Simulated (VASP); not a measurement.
# GaN (Fm-3m) in VASP: settings compared, part 3 of 3

VASP 6.6.1.

### 5 Relaxation of cell and atoms, BLYP+D3(BJ)

Contents of INCAR:

```
PREC     = Accurate       # precision mode
ENCUT    = 600            # plane-wave cutoff, eV
EDIFF    = 1E-7           # SCF threshold, eV
ISMEAR   = -1             # smearing method
SIGMA    = 0.05           # smearing width, eV
LREAL    = F              # projectors in reciprocal space
LASPH    = T              # aspherical terms in the spheres
NELM     = 60             # most SCF steps
ALGO     = Fast           # electronic algorithm
ISIF     = 3              # what is computed and relaxed
LWAVE    = F              # write WAVECAR
LCHARG   = F              # write CHGCAR
GGA      = B5             # functional
ALDAX    = 1.0          
AGGAX    = 1.0          
AGGAC    = 1.0          
ALDAC    = 0.0          
IVDW     = 12             # dispersion correction
VDW_S6   = 1.0          
VDW_S8   = 2.6996       
VDW_A1   = 0.4298       
VDW_A2   = 4.2359       
IBRION   = 2              # ionic algorithm
NSW      = 40             # ionic steps
EDIFFG   = -0.01          # ionic threshold
```

Contents of KPOINTS:

```
regular mesh
0
Gamma
  11 11 11
```

Contents of POSCAR:

```
GaN
1.0
    0.0000000000      2.1352350000      2.1352350000
    2.1352350000      0.0000000000      2.1352350000
    2.1352350000      2.1352350000      0.0000000000
Ga N
1 1
Direct
    0.0000000000      0.0000000000      0.0000000000
    0.5000000000      0.5000000000      0.5000000000
```

Potentials or basis: VASP PAW PBE potentials, release 64 (Ga_d, N).

The run is started by

```bash
$ cat potpaw_PBE.64/Ga_d/POTCAR potpaw_PBE.64/N/POTCAR > POTCAR
$ mpirun -np 1 vasp_std > vasp.out
```

OUTCAR:

```text
PREC = Accurate
   ENCUT = 600
   EDIFF = 1E-7
   ISMEAR = -1
   LREAL = F
   LASPH = T
   NELM = 60
   ISIF = 3
   GGA = B5
   IVDW = 12
   IBRION = 2
   NSW = 40
   EDIFFG = -0.01
 IVDW          = 12

 ion  position               nearest neighbor table
   1  0.000  0.000  0.000-   2 2.14   2 2.14   2 2.14   2 2.14   2 2.14   2 2.14
   2  0.500  0.500  0.500-   1 2.14   1 2.14   1 2.14   1 2.14   1 2.14   1 2.14

  LATTYP: Found a face centered cubic cell.
 ALAT       =     4.2704700000

  Lattice vectors:

 A1 = (   0.0000000000,   2.1352350000,   2.1352350000)
 A2 = (   2.1352350000,   0.0000000000,   2.1352350000)
 A3 = (   2.1352350000,   2.1352350000,   0.0000000000)

Analysis of symmetry for initial positions (statically):
=====================================================================
 Subroutine PRICEL returns:
 Original cell was already a primitive cell.

 Routine SETGRP: Setting up the symmetry group for a
 face centered cubic supercell.

 Subroutine GETGRP returns: Found 48 space group operations
 (whereof 48 operations were pure point group operations)
 out of a pool of 48 trial point group operations.

The static configuration has the point symmetry O_h .

Analysis of symmetry for dynamics (positions and initial velocities):
=====================================================================
 Subroutine PRICEL returns:
 Original cell was already a primitive cell.

 Routine SETGRP: Setting up the symmetry group for a
 face centered cubic supercell.

 Subroutine GETGRP returns: Found 48 space group operations
 (whereof 48 operations were pure point group operations)
 out of a pool of 48 trial point group operations.

The dynamic configuration has the point symmetry O_h .

 Subroutine INISYM returns: Found 48 space group operations
 (whereof 48 operations are pure point group operations),
 and found     1 'primitive' translations

----------------------------------------------------------------------------------------

                                     Primitive cell

  volume of cell :      19.4700

[... 105 lines left out ...]
   IALGO  =     68    algorithm
   IMIX   =      4    mixing-type and parameters
     AMIX     =   0.40;   BMIX     =  1.00
     AMIX_MAG =   1.60;   BMIX_MAG =  1.00
  volume/ion in A,a.u.               =       9.74        65.70
  Fermi-wavevector in a.u.,A,eV,Ry     =   1.594814  3.013761 34.605481  2.543431
  Thomas-Fermi vector in A             =   2.692830
   LORBIT       =      0    0 simple, 1 ext, 2 COOP (PROOUT), +10 PAW based schemes
   GGA     = B5    functional components
   LHFCALC =     F    Hartree Fock is set to
   AEXX    =    0.0000 exact exchange contribution
   IVDW    =    12    specifies the selected vdW correction
   LEPSILON=     F    determine dielectric tensor
   LRPA    =     F    only Hartree local field effects (RPA)
 conjugate gradient relaxation of ions
 non-spin polarized calculation
 RMM-DIIS sequential band-by-band and
  energy-cutoff  :      600.00
  volume of cell :       19.47
 maximum number of plane-waves:       662
   NGX = 13   NGY = 13   NGZ = 13

--------------------------------------- Ionic step        1  -------------------------------------------

 number of electron      18.0000005 magnetization

 Free energy of the ion-electron system (eV)
  ---------------------------------------------------
  ext. energy  EPLUGINS =         0.00000000
  ---------------------------------------------------
  free energy    TOTEN  =        -9.83295008 eV

  energy without entropy =       -9.83283270  energy(sigma->0) =       -9.83289139

------------------------ aborting loop because EDIFF is reached ----------------------------------------

 Edisp (eV)   -1.31002

 E8    (eV) :    -0.9280
[... 71 lines left out ...]
--------------------------------------- Ionic step        3  -------------------------------------------

 number of electron      18.0000008 magnetization

 Free energy of the ion-electron system (eV)
  ---------------------------------------------------
  ext. energy  EPLUGINS =         0.00000000
  ---------------------------------------------------
  free energy    TOTEN  =        -9.81755725 eV

  energy without entropy =       -9.81749739  energy(sigma->0) =       -9.81752732

 E-fermi :   8.3949     XC(G=0): -12.3655

 val. band max:        8.0903037345   @ k =  -0.1818   0.1818   0.0000
 cond. band min:       8.6261536145   @ k =   0.4545   0.4545   0.0000
 fundamental gap:      0.5358498800
 Fermi energy:         8.3948777136

 k-point     1 :       0.0000    0.0000    0.0000
  band No.  band energies     occupation
      1      -8.9134      2.00000
      2      -6.0521      2.00000
      3      -6.0521      2.00000
      4      -6.0521      2.00000
      5      -5.9655      2.00000
      6      -5.9655      2.00000
      7       7.5744      2.00000
      8       7.5744      2.00000
      9       7.5744      2.00000
     10      10.1649      0.00000
     11      23.0491      0.00000
     12      23.0492      0.00000
     13      23.0497      0.00000
[... 354 lines left out ...]
  band No.  band energies     occupation
      1      -7.4847      2.00000
      2      -6.1046      2.00000
      3      -6.1018      2.00000
      4      -6.0825      2.00000
      5      -5.9674      2.00000
      6      -5.7423      2.00000
      7       3.2779      2.00000
      8       5.8512      2.00000
      9       8.0903      1.99549
     10      14.0473      0.00000
     11      16.6448      0.00000
     12      18.2433      0.00000
     13      18.6675      0.00000

 [... further k-points ...]

------------------------ aborting loop because EDIFF is reached ----------------------------------------

 Edisp (eV)   -1.32744

 E8    (eV) :    -0.9404
[... 25 lines left out ...]
  FREE ENERGIE OF THE ION-ELECTRON SYSTEM (eV)
  ---------------------------------------------------
  free  energy   TOTEN  =       -11.1449967615 eV

  energy  without entropy=      -11.1449369002  energy(sigma->0) =      -11.14496683

 reached required accuracy - stopping structural energy minimisation
```

OSZICAR:

```text
N       E                     dE             d eps       ncg     rms          rms(c)
DAV:   1     0.963603345926E+02    0.96360E+02   -0.10587E+04  1562   0.281E+03
DAV:   2    -0.386685777805E+01   -0.10023E+03   -0.94159E+02  1566   0.393E+02
DAV:   3    -0.118928732531E+02   -0.80260E+01   -0.79211E+01  1671   0.968E+01
DAV:   4    -0.120233826454E+02   -0.13051E+00   -0.13037E+00  1660   0.132E+01
[... 29 lines left out ...]
RMM:   5    -0.981755609072E+01   -0.63402E-06   -0.11918E-04  1743   0.137E-01    0.117E-02
RMM:   6    -0.981755854441E+01   -0.24537E-05   -0.20953E-05  1858   0.551E-02    0.159E-02
RMM:   7    -0.981755699095E+01    0.15535E-05   -0.49802E-06  1680   0.345E-02    0.445E-03
RMM:   8    -0.981755722168E+01   -0.23073E-06   -0.94783E-07  1462   0.130E-02    0.623E-03
RMM:   9    -0.981755725091E+01   -0.29228E-07   -0.17462E-07  1009   0.574E-03
   3 F= -.11144997E+02 E0= -.11144967E+02  d E =-.202565E-02
```

Run time: 32 s. Hardware: 1 thread of Intel Xeon 6975P-C (Granite Rapids), shared host; peak memory 0.16 GiB.

What came out:

| Property | Result |
| --- | --- |
| Free energy | -11.1450 eV |
| Relaxed volume | 9.61 Å³/atom |
| Relaxed cell | a = 3.007 Å, b = 3.007 Å, c = 3.007 Å, α = 60.00°, β = 60.00°, γ = 60.00° |
| Space group after relaxing (to 0.05 Å) | Fm-3m (No. 225) |
| Energy gained by relaxing | 1.0 meV/atom |
| Ionic steps | 3 |
| Pressure after relaxing | -0.1 GPa |
| Band gap on the k mesh | 0.54 eV, indirect (least direct gap 2.59 eV) |
| Dispersion energy per atom | -0.664 eV |

The path:
```csv
step,energy change (eV),largest force (eV/Å),pressure (GPa),volume (Å³)
1,0.0000,0.0000,-2.62,19.47
2,-0.0006,0.0000,2.25,19.03
3,-0.0020,0.0000,-0.08,19.23
```

Final structure:
```xyz
2
Lattice="0.0000 2.1263 2.1263 2.1263 0.0000 2.1263 2.1263 2.1263 0.0000" Properties=species:S:1:pos:R:3 pbc="T T T"
Ga    0.0000    0.0000    0.0000
N     2.1263    2.1263    2.1263
```

Levels at points of the mesh, in eV from the valence-band top:
```
           k point  band 5  band 6  band 7  band 8  band 9  band 10  band 11  band 12  band 13
(0.00, 0.00, 0.00)  -14.06  -14.06   -0.52   -0.52   -0.52     2.07    14.96    14.96    14.96
```

Caveat: the PAW data sets were made with another functional, which shifts forces and pressure a little; an odd mesh through Γ misses points on the zone boundary, where band edges often lie.

### 6 For comparison

An earlier run on the cell as given: functional PBE; potentials or basis VASP PAW PBE potentials, release 64 (Ga_d, N); cutoff 520 eV; k mesh 11 × 11 × 11; occupations fermi-dirac, width 0.05 eV; no spin polarisation.

* Pressure: 0.4 GPa
* Band gap on the k mesh: 0.54 eV, indirect (least direct gap 2.37 eV)

### 7 Overview

```tsv
task	level	potentials or basis	cell	k mesh	cutoff (eV)	smearing	mesh quality	gap on the mesh (eV)	pressure (GPa)	relaxed volume (Å³/atom)
single point	PBE	VASP PAW PBE potentials, release 64 (Ga_d_GW, N_GW)	as given	4 × 4 × 4	450	gaussian 0.02 eV	coarse	0.48	-	-
relaxation of cell and atoms	BLYP	VASP PAW PBE potentials, release 64 (Ga_d, N)	relaxed	11 × 11 × 11	600	fermi-dirac 0.05 eV	not flagged	0.19	0.0	10.17
relaxation of cell and atoms	BLYP+D3	VASP PAW PBE potentials, release 64 (Ga_d, N)	relaxed	11 × 11 × 11	600	fermi-dirac 0.05 eV	not flagged	0.44	0.1	9.76
relaxation of cell and atoms	BLYP+D3(BJ)	VASP PAW PBE potentials, release 64 (Ga_d, N)	relaxed	11 × 11 × 11	600	fermi-dirac 0.05 eV	not flagged	0.54	-0.1	9.61
single point	PBE	VASP PAW PBE potentials, release 64 (Ga_d, N)	as given	11 × 11 × 11	520	fermi-dirac 0.05 eV	not flagged	0.54	0.4	-
```

Alike in all rows: no spin polarisation.

Caveats: some runs use coarse meshes; an odd mesh through Γ misses points on the zone boundary, where band edges often lie (some runs); the PAW data sets were made with another functional, which shifts forces and pressure a little (some runs); the cutoff is under 1.25 times the usual one of these potentials, so pressure, stress and relaxed cells hold a basis-set (Pulay) error (some runs).

Absolute energies hang on the potentials; compare differences alone.
